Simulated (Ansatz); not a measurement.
The system is Al2O3.

```xyz
10
Lattice="4.6138 0.0000 0.0000 0.0000 9.5633 0.0000 0.0000 0.0000 3.1199" Properties=species:S:1:pos:R:3 pbc="T T T"
Al    4.5352    7.8856    0.0000
Al    0.0785    1.6777    0.0000
Al    2.2283    6.4593    1.5599
Al    2.3854    3.1040    1.5599
O     2.3069    4.7816    1.5599
O     0.5704    7.2016    1.5599
O     1.7365    2.4200    0.0000
O     2.8773    7.1433    0.0000
O     0.0000    0.0000    0.0000
O     4.0434    2.3617    1.5599
```

Measurements of this composition are mostly on another form, of space group No. 167.

Program: Ansatz 0.2.0. Alike in all runs: task band structure; potentials or basis Ansatz PAW; no spin polarisation; cell as given; k mesh 6 × 3 × 9; smearing fermi-dirac 0.05 eV.

Problem. Order these runs on this cell by their band gap on the k mesh, lowest first.
A. level RPBE; cutoff (eV) 420
B. level r2SCAN; cutoff (eV) 500
C. level PBEsol; cutoff (eV) 420

Solution. C (3.43 eV), A (3.69 eV), B (4.12 eV).

